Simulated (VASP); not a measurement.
# Ba (Im-3m) in VASP: single point with HSE06

Aim: the single point of Ba with HSE06.

Everything below comes from runs of VASP 6.6.1. Logs are shortened: lines on timing, memory, paths and dates and some standing lists are left out, and cuts for length are marked.

## Step 1: The crystal as given

It takes space group Im-3m (No. 229, cubic). Conventional cell: a = 4.893 Å, b = 4.893 Å, c = 4.893 Å, α = 90.00°, β = 90.00°, γ = 90.00°. Ba (site symmetry m-3m) has 8 Ba at 4.24 Å as nearest neighbours.

## Step 2: Single point, HSE06

POSCAR

```
Ba
1.0
   -2.4465300000      2.4465300000      2.4465300000
    2.4465300000     -2.4465300000      2.4465300000
    2.4465300000      2.4465300000     -2.4465300000
Ba
1
Direct
    0.0000000000      0.0000000000      0.0000000000
```

INCAR.step1

```
  ALGO = Normal
  EDIFF = 1E-5
  ENCUT = 520
  GGA = PE
  ISIF = 2
  ISMEAR = 0
  LASPH = T
  LCHARG = F
  LREAL = F
  LWAVE = T
  NBANDS = 11
  NELM = 100
  PREC = Accurate
  SIGMA = 0.1
```

INCAR.step2

```
  ALGO = Normal
  EDIFF = 1E-7
  ENCUT = 520
  GGA = PE
  HFSCREEN = 0.2
  ISIF = 2
  ISMEAR = 0
  ISTART = 1
  LASPH = T
  LCHARG = F
  LHFCALC = T
  LREAL = F
  LWAVE = F
  NBANDS = 11
  NELM = 100
  PREC = Accurate
  PRECFOCK = Fast
  SIGMA = 0.1
```

KPOINTS

```
k-points
0
Gamma
  6 6 6
```

Potentials or basis: VASP PAW PBE potentials, release 64 (Ba_sv).

On the command line:

```
$ cat potpaw_PBE.64/Ba_sv/POTCAR > POTCAR
$ cp INCAR.step1 INCAR
$ mpirun -np 1 vasp_std > vasp.out
$ cp INCAR.step2 INCAR
$ mpirun -np 1 vasp_std > vasp.out
```

OUTCAR:

```text
EDIFF = 1E-7
   ENCUT = 520
   GGA = PE
   HFSCREEN = 0.2
   ISIF = 2
   ISMEAR = 0
   ISTART = 1
   LASPH = T
   LHFCALC = T
   LREAL = F
   NELM = 100
   PREC = Accurate
   PRECFOCK = Fast

 ion  position               nearest neighbor table
   1  0.000  0.000  0.000-

  LATTYP: Found a body centered cubic cell.
 ALAT       =     4.8930600000

  Lattice vectors:

 A1 = (  -2.4465300000,   2.4465300000,   2.4465300000)
 A2 = (   2.4465300000,  -2.4465300000,   2.4465300000)
 A3 = (   2.4465300000,   2.4465300000,  -2.4465300000)

Analysis of symmetry for initial positions (statically):
=====================================================================
 Subroutine PRICEL returns:
 Original cell was already a primitive cell.

 Routine SETGRP: Setting up the symmetry group for a
 body centered cubic supercell.

 Subroutine GETGRP returns: Found 48 space group operations
 (whereof 48 operations were pure point group operations)
 out of a pool of 48 trial point group operations.

The static configuration has the point symmetry O_h .

Analysis of symmetry for dynamics (positions and initial velocities):
=====================================================================
 Subroutine PRICEL returns:
 Original cell was already a primitive cell.

 Routine SETGRP: Setting up the symmetry group for a
 body centered cubic supercell.

 Subroutine GETGRP returns: Found 48 space group operations
 (whereof 48 operations were pure point group operations)
 out of a pool of 48 trial point group operations.

The dynamic configuration has the point symmetry O_h .

 Subroutine INISYM returns: Found 48 space group operations
 (whereof 48 operations are pure point group operations),
 and found     1 'primitive' translations

----------------------------------------------------------------------------------------

                                     Primitive cell

  volume of cell :      58.5749

  direct lattice vectors                    reciprocal lattice vectors
    -2.446530000  2.446530000  2.446530000     0.000000000  0.204371089  0.204371089
     2.446530000 -2.446530000  2.446530000     0.204371089  0.000000000  0.204371089
     2.446530000  2.446530000 -2.446530000     0.204371089  0.204371089  0.000000000

  length of vectors
[... 84 lines left out ...]
   EMIN   =  10.00;   EMAX   =-10.00  energy-range for DOS
   EFERMI =   0.00;   METHOD = LEGACY
   ISMEAR =     0;   SIGMA  =   0.10  broadening in eV -4-tet -1-fermi 0-gaus
   EFERMI_NEDOS =   21; number of points for ismear=-14 and -15
   IALGO  =     38    algorithm
   IMIX   =      1    mixing-type and parameters
     AMIX     =   0.40;   BMIX     =  1.00
     AMIX_MAG =   1.60;   BMIX_MAG =  1.00
  volume/ion in A,a.u.               =      58.57       395.28
  Fermi-wavevector in a.u.,A,eV,Ry     =   0.908178  1.716207 11.221911  0.824787
  Thomas-Fermi vector in A             =   2.032073
   LORBIT       =      0    0 simple, 1 ext, 2 COOP (PROOUT), +10 PAW based schemes
   GGA     = PE    functional components
   LHFCALC =     T    Hartree Fock is set to
   PRECFOCK=fast      Normal, Fast or Accurate (Low or Medium for compatibility)
   ENCUT4O =  -1.0   cutoff for four orbital integrals eV
   NKREDX  =     1    reduce k-point grid by
   NKREDY  =     1    reduce k-point grid by
   NKREDZ  =     1    reduce k-point grid by
   AEXX    =    0.2500 exact exchange contribution
   HFSCREEN=    0.2000 screening length (either q_TF or 0.3 A-1)
   HFSCREENC=   0.2000 screening length for correlation (either q_TF or 0.3 A-1)
   ENCUTFOCK=  -1.0 apply spherical cutoff to Coloumb kernel
   IVDW    =     0    specifies the selected vdW correction
   LEPSILON=     F    determine dielectric tensor
   LRPA    =     F    only Hartree local field effects (RPA)
 non-spin polarized calculation
 Gauss-broadening in eV      SIGMA  =   0.10
  energy-cutoff  :      520.00
  volume of cell :       58.57
 maximum number of plane-waves:      1588
  NGX = 20; NGY = 20; NGZ = 20

 number of electron      10.0000000 magnetization

 Free energy of the ion-electron system (eV)
  ---------------------------------------------------
  ext. energy  EPLUGINS =         0.00000000
  ---------------------------------------------------
  free energy    TOTEN  =        -1.77146636 eV

  energy without entropy =       -1.76750803  energy(sigma->0) =       -1.76948719

 E-fermi :   2.0474     XC(G=0):  -6.4346

 val. band max:        1.9760019933   @ k =  -0.3333   0.3333   0.3333
 cond. band min:       2.1434744609   @ k =   0.3333   0.1667   0.1667
 fundamental gap:      0.1674724675
 Fermi energy:         2.0473781829

 k-point     1 :       0.0000    0.0000    0.0000
  band No.  band energies     occupation
      1     -29.2530      2.00000
      2     -13.0657      2.00000
      3     -13.0657      2.00000
      4     -13.0657      2.00000
      5      -1.4082      2.00000
      6       4.3468      0.00000
      7       4.3468      0.00000
      8       4.3468      0.00000
      9       5.8689      0.00000
     10       5.8689      0.00000
     11       9.5598      0.00000
[... 197 lines left out ...]
 k-point    16 :       0.5000    0.5000    0.5000
  band No.  band energies     occupation
      1     -29.1383      2.00000
      2     -13.4883      2.00000
      3     -13.4883      2.00000
      4     -13.4883      2.00000
      5       1.2204      2.00000
      6       1.2204      2.00000
      7       7.0286      0.00000
      8       7.0286      0.00000
      9       7.0286      0.00000
     10       7.6958      0.00000
     11       7.6958      0.00000

------------------------ aborting loop because EDIFF is reached ----------------------------------------

  FORCE on cell =-STRESS in cart. coord.  units (eV):
  Direction    XX          YY          ZZ          XY          YZ          ZX
  --------------------------------------------------------------------------------------
  -------------------------------------------------------------------------------------
  Total        0.5521695      0.5521695      0.5521695      0.0000000      0.0000000      0.0000000
  in kB       15.1032823     15.1032823     15.1032823      0.0000000      0.0000000      0.0000000
  external PRESSURE =      15.1032823 kB  Pullay stress =       0.0000000 kB

 VOLUME and BASIS-vectors are now :
 -----------------------------------------------------------------------------
  energy-cutoff  :      520.00
  volume of cell :       58.57
      direct lattice vectors                 reciprocal lattice vectors
    -2.446530000  2.446530000  2.446530000     0.000000000  0.204371089  0.204371089
     2.446530000 -2.446530000  2.446530000     0.204371089  0.000000000  0.204371089
     2.446530000  2.446530000 -2.446530000     0.204371089  0.204371089  0.000000000

 POSITION                                       TOTAL-FORCE (eV/Angst)
 -----------------------------------------------------------------------------------
      0.00000      0.00000      0.00000         0.000000      0.000000      0.000000
 -----------------------------------------------------------------------------------
    total drift:                               -0.000001      0.000000     -0.000001

  FREE ENERGIE OF THE ION-ELECTRON SYSTEM (eV)
  ---------------------------------------------------
  free  energy   TOTEN  =        -1.7714663621 eV

  energy  without entropy=       -1.7675080268  energy(sigma->0) =       -1.76948719
```

OUTCAR.step1:

```text
EDIFF = 1E-5
   ENCUT = 520
   GGA = PE
   ISIF = 2
   ISMEAR = 0
[... 430 lines left out ...]

 POSITION                                       TOTAL-FORCE (eV/Angst)
 -----------------------------------------------------------------------------------
      0.00000      0.00000      0.00000         0.000000      0.000000      0.000000
 -----------------------------------------------------------------------------------
    total drift:                                0.000000      0.000000      0.000000

  FREE ENERGIE OF THE ION-ELECTRON SYSTEM (eV)
  ---------------------------------------------------
  free  energy   TOTEN  =        -1.8881009632 eV

  energy  without entropy=       -1.8780326839  energy(sigma->0) =       -1.88306682
```

OSZICAR.step1:

```text
N       E                     dE             d eps       ncg     rms          rms(c)
DAV:   1     0.516234367775E+02    0.51623E+02   -0.41751E+03   352   0.742E+02
DAV:   2     0.538574693302E+00   -0.51085E+02   -0.50029E+02   433   0.132E+02
DAV:   3    -0.182456223182E+01   -0.23631E+01   -0.23482E+01   437   0.297E+01
DAV:   4    -0.188683464966E+01   -0.62272E-01   -0.62164E-01   433   0.478E+00
DAV:   5    -0.188906748981E+01   -0.22328E-02   -0.22328E-02   485   0.750E-01    0.176E+00
DAV:   6    -0.188782274299E+01    0.12447E-02   -0.40346E-03   402   0.572E-01    0.104E+00
DAV:   7    -0.188785360085E+01   -0.30858E-04   -0.73942E-03   411   0.861E-01    0.482E-02
DAV:   8    -0.188808907339E+01   -0.23547E-03   -0.39738E-04   477   0.116E-01    0.313E-02
DAV:   9    -0.188809996802E+01   -0.10895E-04   -0.14247E-05   412   0.273E-02    0.501E-03
DAV:  10    -0.188810096320E+01   -0.99518E-06   -0.11507E-06   230   0.701E-03
   1 F= -.18881010E+01 E0= -.18830668E+01  d E =-.100683E-01
```

It took 6.7 min on 1 thread of Intel Xeon Platinum 8559C (Emerald Rapids), shared host; peak memory 0.29 GiB.

Results:

| Quantity | Value |
| --- | --- |
| Free energy | -1.7715 eV |
| Pressure | 1.5 GPa |
| Band gap on the k mesh | none (metal or under the smearing width) |

Caveat: the PAW data sets were made with another functional, which shifts forces and pressure a little. The run has no spin-orbit coupling, so splittings on Ba are missing.
